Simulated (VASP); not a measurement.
# Lattice of TiAl, functional by functional, part 2 of 3

Aim: relax TiAl at several levels of theory and compare the cells. The starting structure is a computed structure from the Materials Project. The first relaxation on each setting starts from this cell expanded by 3 % in volume.

VASP 6.6.1.

Results so far: PBEsol 15.70 Å³ an atom; LDA 15.25 Å³ an atom; PBE 16.14 Å³ an atom.

### Step 5. Relaxation with PBEsol + D3(BJ)

Level of this step: PBEsol with D3(BJ); plane waves and PAW (Ti_sv, Al) (VASP).

D3 with Becke-Johnson damping keeps a finite attraction at short range. This run starts from the cell of an earlier relaxation, which isn't shown; the restart sets up the plane waves anew.

Input file INCAR:

```
SYSTEM = TiAl
PREC = Accurate
ENCUT = 450
EDIFF = 1E-06
NELM = 100
ISMEAR = 1
SIGMA = 0.15
LREAL = .FALSE.
ALGO = Normal
GGA = PS
IVDW = 12
NBANDS = 13
LASPH = .TRUE.
LORBIT = 11
LWAVE = .FALSE.
LCHARG = .FALSE.
KPAR = 4
IBRION = 2
NSW = 50
ISIF = 3
EDIFFG = -0.006
```

Input file POSCAR:

```
TiAl
1.0
    3.1122627273      0.0000000000      0.0000000000
    0.0000000000      3.1122627273      0.0000000000
    0.0000000000      0.0000000000      3.1122627273
Ti Al
1 1
Direct
    0.0000000000      0.0000000000      0.0000000000
    0.5000000000      0.5000000000      0.5000000000
```

Input file KPOINTS:

```
Automatic mesh
0
Gamma
14 14 14
0 0 0
```

Potentials, in the order of the species: Ti_sv and Al (PBE family, release 64).

The run is started by

```sh
> mpirun -np 4 vasp_std
```

What it wrote:

```text
[banner, memory and clock lines left out]
running    4 mpi-ranks, on    1 nodes
[...]
[... a notice as in an earlier step ...]

 LDA part: xc-table for (Slater+PW92), standard interpolation
 POSCAR, INCAR and KPOINTS ok, starting setup
[...]
entering main loop
       N       E                     dE             d eps       ncg     rms          rms(c)
DAV:   1     0.909133946359E+02    0.90913E+02   -0.66643E+03  3135   0.107E+03
DAV:   2    -0.958602159616E+01   -0.10050E+03   -0.97128E+02  3225   0.297E+02
DAV:   3    -0.144612567180E+02   -0.48752E+01   -0.46913E+01  4693   0.649E+01
DAV:   4    -0.146044084141E+02   -0.14315E+00   -0.14262E+00  3626   0.998E+00
[...]
DAV:  10    -0.129462325351E+02   -0.53148E-04   -0.37450E-04  3568   0.243E-01    0.711E-02
DAV:  11    -0.129462318064E+02    0.72871E-06   -0.24670E-04  4070   0.178E-01    0.152E-02
DAV:  12    -0.129462308084E+02    0.99802E-06   -0.92800E-06  3568   0.324E-02
   1 F= -.13956725E+02 E0= -.13956301E+02  d E =-.139567E+02
[...]
DAV:   5    -0.129440841245E+02   -0.16832E-04   -0.17906E-05  4109   0.268E-02    0.478E-03
DAV:   6    -0.129440874947E+02   -0.33702E-05   -0.90947E-06  4361   0.122E-02    0.394E-03
DAV:   7    -0.129440881479E+02   -0.65313E-06   -0.63653E-07  2103   0.836E-03
   2 F= -.13956734E+02 E0= -.13956305E+02  d E =-.934987E-05
 trial-energy change:   -0.000009  1 .order   -0.000009   -0.000061    0.000043
 step:   0.5894(harm=  0.5894)  dis= 0.00000  next Energy=   -13.956743 (dE=-0.181E-04)
[...]
N       E                     dE             d eps       ncg     rms          rms(c)
DAV:   1    -0.129451455673E+02   -0.10581E-02   -0.29556E-03  3415   0.775E-01    0.115E-01
DAV:   2    -0.129449891964E+02    0.15637E-03   -0.72612E-04  3410   0.376E-01    0.260E-02
DAV:   3    -0.129449774442E+02    0.11752E-04   -0.59139E-05  3767   0.837E-02    0.679E-03
DAV:   4    -0.129449792810E+02   -0.18368E-05   -0.15619E-05  3992   0.233E-02    0.612E-03
DAV:   5    -0.129449812669E+02   -0.19860E-05   -0.30374E-06  3749   0.112E-02    0.191E-03
DAV:   6    -0.129449815068E+02   -0.23989E-06   -0.16004E-06  3300   0.506E-03
   3 F= -.13956744E+02 E0= -.13956316E+02  d E =-.184196E-04
[...]
reached required accuracy - stopping structural energy minimisation
```

The job ended after 45 s (4 MPI ranks of AMD EPYC 7R43, shared host; peak memory 0.58 GiB; 2.9 min of CPU time).

Parts of OUTCAR (step 5):

```text
 Edisp (eV)   -1.01265

 Edisp (eV)   -1.01176

  Total       0.00361     0.00361     0.00361     0.00000     0.00000     0.00000
  in kB       0.19217     0.19217     0.19217     0.00000     0.00000     0.00000
  external pressure =        0.19 kB  Pullay stress =        0.00 kB

 POSITION                                       TOTAL-FORCE (eV/Angst)
 -----------------------------------------------------------------------------------
      0.00000      0.00000      0.00000         0.000000     -0.000000      0.000000
      1.55549      1.55549      1.55549        -0.000000      0.000000      0.000000
 -----------------------------------------------------------------------------------
    total drift:                                0.000000      0.000000      0.000000

  FREE ENERGIE OF THE ION-ELECTRON SYSTEM (eV)
  ---------------------------------------------------
  free  energy   TOTEN  =       -13.9567435469 eV

  energy  without entropy=      -13.9554616235  energy(sigma->0) =      -13.95631624

[... 2 parts as in an earlier step ...]

[... 2 further parts left out ...]
[key lines of the parts left out:]
E-fermi :   9.3826
```

With PBEsol + D3(BJ) the relaxed cell holds 15.054 Å³ an atom, -6.29 % against the starting cell, with a = 3.111 Å. That is -4.13 % from PBEsol.

### Step 6. Relaxation with r2SCAN

r2SCAN adds the kinetic-energy density, costs more than a GGA and is run with LASPH. This run starts from the cell of an earlier relaxation, which isn't shown; the restart sets up the plane waves anew.

INCAR, as its differences from that of step 5:

```diff
@@ -9,6 +9,5 @@
 ALGO = Normal
-GGA = PS
-IVDW = 12
+METAGGA = R2SCAN
+LASPH = .TRUE.
 NBANDS = 13
-LASPH = .TRUE.
 LORBIT = 11
```

Input file POSCAR:

```
TiAl
1.0
    3.1715536836      0.0000000000      0.0000000000
    0.0000000000      3.1715536836      0.0000000000
    0.0000000000      0.0000000000      3.1715536836
Ti Al
1 1
Direct
    0.0000000000      0.0000000000      0.0000000000
    0.5000000000      0.5000000000      0.5000000000
```

KPOINTS is that of step 5.

The run is started by

```sh
> mpirun -np 4 vasp_std
```

What it wrote:

```text
[banner, memory and clock lines left out]
running    4 mpi-ranks, on    1 nodes
[...]
[... a notice as in an earlier step ...]

 LDA part: xc-table for (None), standard interpolation
 POSCAR, INCAR and KPOINTS ok, starting setup
[...]
entering main loop
       N       E                     dE             d eps       ncg     rms          rms(c)
DAV:   1     0.864524839482E+02    0.86452E+02   -0.68894E+03  3130   0.109E+03
DAV:   2    -0.192246463508E+02   -0.10568E+03   -0.10227E+03  3210   0.309E+02
DAV:   3    -0.247515037329E+02   -0.55269E+01   -0.53310E+01  4699   0.700E+01
DAV:   4    -0.249523982211E+02   -0.20089E+00   -0.19946E+00  3740   0.113E+01
[...]
DAV:  10    -0.203090044062E+02   -0.88930E-04   -0.48878E-04  3750   0.253E-01    0.199E-02
DAV:  11    -0.203089940619E+02    0.10344E-04   -0.82066E-05  3587   0.119E-01    0.169E-02
DAV:  12    -0.203089950196E+02   -0.95769E-06   -0.54759E-06  3653   0.318E-02
   1 F= -.20308995E+02 E0= -.20308574E+02  d E =-.203090E+02
[...]
reached required accuracy - stopping structural energy minimisation
```

It took 85 s on 4 MPI ranks; peak memory 0.51 GiB; 5.6 min of CPU time.

From OUTCAR (step 6):

```text
  Total       -0.0010740     -0.0010740     -0.0010740     -0.0000000      0.0000000     -0.0000000
  in kB       -0.0539382     -0.0539382     -0.0539382     -0.0000000      0.0000000     -0.0000000
  external PRESSURE =      -0.0539382 kB  Pullay stress =       0.0000000 kB

 POSITION                                       TOTAL-FORCE (eV/Angst)
 -----------------------------------------------------------------------------------
      0.00000      0.00000      0.00000         0.000000      0.000000      0.000000
      1.58578      1.58578      1.58578         0.000000      0.000000      0.000000
 -----------------------------------------------------------------------------------
    total drift:                                0.000000      0.000000      0.000000

  FREE ENERGIE OF THE ION-ELECTRON SYSTEM (eV)
  ---------------------------------------------------
  free  energy   TOTEN  =       -20.3089950196 eV

  energy  without entropy=      -20.3077331358  energy(sigma->0) =      -20.30857439

[... 2 parts as in an earlier step ...]

[... 2 further parts left out ...]
[key lines of the parts left out:]
E-fermi :   8.9300
```

With r2SCAN the relaxed cell holds 15.951 Å³ an atom, -0.71 % against the starting cell, with a = 3.172 Å. That is +1.58 % from PBEsol.

### Step 7. Relaxation with r2SCAN + rVV10

rVV10 adds a nonlocal correlation energy for dispersion. This run starts from the cell of an earlier relaxation, which isn't shown; the restart sets up the plane waves anew.

INCAR, as its differences from that of step 6:

```diff
@@ -10,2 +10,6 @@
 METAGGA = R2SCAN
+LUSE_VDW = .TRUE.
+IVDW_NL = 2
+BPARAM = 11.95
+CPARAM = 0.0093
 LASPH = .TRUE.
```

Input file POSCAR:

```
TiAl
1.0
    3.1659363943      0.0000000000      0.0000000000
    0.0000000000      3.1659363943      0.0000000000
    0.0000000000      0.0000000000      3.1659363943
Ti Al
1 1
Direct
    0.0000000000      0.0000000000      0.0000000000
    0.5000000000      0.5000000000      0.5000000000
```

KPOINTS is that of step 6.

The run is started by

```sh
> mpirun -np 4 vasp_std
```

What it wrote:

```text
[banner, memory and clock lines left out]
running    4 mpi-ranks, on    1 nodes
[...]
|                                                                             |
|               ----> ADVICE to this user running VASP <----                  |
|                                                                             |
|     You have switched on vdW-DFT.                                           |
|     This routine was written and supplied by Jiri Klimes. We recommend      |
|     that you carefully read and cite the following publications:            |
|       J. Klimes, D.R. Bowler, A. Michelides                                 |
|          J. Phys.: Cond Matt. 22 022201 (2010)                              |
|       J. Klimes, D.R. Bowler, A. Michelides                                 |
|          Phys. Rev. B. 83, 195131 (2011)                                    |
|     and references therein.                                                 |
|                                                                             |

[...]
DAV:  11    -0.199657876118E+02    0.10587E-04   -0.77501E-05  3650   0.117E-01    0.167E-02
Total rVV10 correction in eV:      0.3425766    17.1797324
Total rVV10 correction in eV:      0.3425766    17.1797324
Total rVV10 correction in eV:      0.3425766    17.1797324
Total rVV10 correction in eV:      0.3425766    17.1797324
DAV:  12    -0.199657887662E+02   -0.11543E-05   -0.56265E-06  3591   0.323E-02    0.326E-03
Total rVV10 correction in eV:      0.3425785    17.1797324
Total rVV10 correction in eV:      0.3425785    17.1797324
Total rVV10 correction in eV:      0.3425785    17.1797324
Total rVV10 correction in eV:      0.3425785    17.1797324
DAV:  13    -0.199657888192E+02   -0.53041E-07   -0.37754E-07  1825   0.737E-03
Total rVV10 correction in eV:      0.3425759    17.1797324
Total rVV10 correction in eV:      0.3425759    17.1797324
Total rVV10 correction in eV:      0.3425759    17.1797324
Total rVV10 correction in eV:      0.3425759    17.1797324
Total rVV10 correction in eV:      0.3425780    17.1797324
Total rVV10 correction in eV:      0.3425780    17.1797324
Total rVV10 correction in eV:      0.3425780    17.1797324
Total rVV10 correction in eV:      0.3425780    17.1797324
   1 F= -.19965789E+02 E0= -.19965367E+02  d E =-.199658E+02
[...]
reached required accuracy - stopping structural energy minimisation
```

It took 1.9 min on 4 MPI ranks; peak memory 0.8 GiB.

OUTCAR, selected parts (step 7):

```text
  Total       -0.0103893     -0.0103893     -0.0103893     -0.0000000     -0.0000000      0.0000000
  in kB       -0.5245534     -0.5245534     -0.5245534     -0.0000000     -0.0000000      0.0000000
  external PRESSURE =      -0.5245534 kB  Pullay stress =       0.0000000 kB

 POSITION                                       TOTAL-FORCE (eV/Angst)
 -----------------------------------------------------------------------------------
      0.00000      0.00000      0.00000         0.000000      0.000000      0.000000
      1.58297      1.58297      1.58297         0.000000      0.000000      0.000000
 -----------------------------------------------------------------------------------
    total drift:                               -0.000000      0.000000      0.000000

  FREE ENERGIE OF THE ION-ELECTRON SYSTEM (eV)
  ---------------------------------------------------
  free  energy   TOTEN  =       -19.9657888192 eV

  energy  without entropy=      -19.9645230432  energy(sigma->0) =      -19.96536689

[... 2 parts as in an earlier step ...]

[... 2 further parts left out ...]
[key lines of the parts left out:]
E-fermi :   8.9773
```

With r2SCAN + rVV10 the relaxed cell holds 15.866 Å³ an atom, -1.23 % against the starting cell, with a = 3.166 Å. That is +1.04 % from PBEsol.

### Step 8. Relaxation with optB86b-vdW

optB86b-vdW pairs nonlocal correlation with a less repulsive exchange of B86b form. This run starts from the cell of an earlier relaxation, which isn't shown; the restart sets up the plane waves anew.

INCAR, as its differences from that of step 7:

```diff
@@ -9,7 +9,7 @@
 ALGO = Normal
-METAGGA = R2SCAN
+GGA = MK
+AGGAC = 0
 LUSE_VDW = .TRUE.
-IVDW_NL = 2
-BPARAM = 11.95
-CPARAM = 0.0093
+PARAM1 = 0.1234
+PARAM2 = 1
 LASPH = .TRUE.
```

Input file POSCAR:

```
TiAl
1.0
    3.1694216031      0.0000000000      0.0000000000
    0.0000000000      3.1694216031      0.0000000000
    0.0000000000      0.0000000000      3.1694216031
Ti Al
1 1
Direct
    0.0000000000      0.0000000000      0.0000000000
    0.5000000000      0.5000000000      0.5000000000
```

KPOINTS is that of step 7.

The run is started by

```sh
> mpirun -np 4 vasp_std
```

What it wrote:

```text
[banner, memory and clock lines left out]
running    4 mpi-ranks, on    1 nodes
[...]
[... a notice as in an earlier step ...]

 [... a notice as in an earlier step ...]

 LDA part: xc-table for (Slater+PW92), standard interpolation
 POSCAR, INCAR and KPOINTS ok, starting setup
[...]
entering main loop
       N       E                     dE             d eps       ncg     rms          rms(c)
DAV:   1     0.951734692749E+02    0.95173E+02   -0.67672E+03  3145   0.107E+03
DAV:   2    -0.444351264097E+01   -0.99617E+02   -0.96438E+02  3215   0.297E+02
DAV:   3    -0.948385674703E+01   -0.50403E+01   -0.48687E+01  4751   0.652E+01
DAV:   4    -0.964536916589E+01   -0.16151E+00   -0.16097E+00  3636   0.104E+01
[...]
DAV:  11    -0.808409892433E+01    0.60094E-05   -0.16422E-04  3571   0.165E-01    0.214E-02
DAV:  12    -0.808410062974E+01   -0.17054E-05   -0.13098E-05  3649   0.310E-02    0.873E-03
DAV:  13    -0.808410052982E+01    0.99922E-07   -0.85506E-07  2189   0.129E-02
[...]
DAV:   4    -0.808409174256E+01   -0.30857E-05   -0.25957E-05  3976   0.315E-02    0.747E-03
DAV:   5    -0.808409648098E+01   -0.47384E-05   -0.52940E-06  3878   0.149E-02    0.202E-03
DAV:   6    -0.808409712850E+01   -0.64751E-06   -0.21917E-06  3535   0.606E-03
   2 F= -.80840971E+01 E0= -.80836953E+01  d E =0.340132E-05
 trial-energy change:    0.000003  1 .order   -0.000001   -0.000016    0.000014
 step:   0.3329(harm=  0.5349)  dis= 0.00000  next Energy=    -8.084103 (dE=-0.243E-05)
[...]
N       E                     dE             d eps       ncg     rms          rms(c)
DAV:   1    -0.808421484624E+01   -0.11837E-03   -0.19783E-03  3410   0.623E-01    0.929E-02
DAV:   2    -0.808411011481E+01    0.10473E-03   -0.52864E-04  3416   0.314E-01    0.223E-02
DAV:   3    -0.808409989484E+01    0.10220E-04   -0.43672E-05  3596   0.768E-02    0.602E-03
DAV:   4    -0.808410103628E+01   -0.11414E-05   -0.11342E-05  3935   0.206E-02    0.507E-03
DAV:   5    -0.808410239833E+01   -0.13621E-05   -0.24502E-06  3688   0.101E-02    0.130E-03
DAV:   6    -0.808410248634E+01   -0.88008E-07   -0.98336E-07  2798   0.421E-03
   3 F= -.80841025E+01 E0= -.80837027E+01  d E =-.195652E-05
[...]
reached required accuracy - stopping structural energy minimisation
```

It took 96 s on 4 MPI ranks; peak memory 1.1 GiB; 6.2 min of CPU time.

[end of part 2 of 3]

[Lines on the potential files, build, host, timing and source positions are cut from VASP's logs without a mark.]

[Logs are printed without paths, hosts, clocks, repeated set-up lines and the standing remarks that a program may print on its own settings, such as how far it seeks lower states.]

[Hosts, paths, dates, database ids (printed as entryN), source tags and the programs' standing remarks are cut or masked in the printed files.]
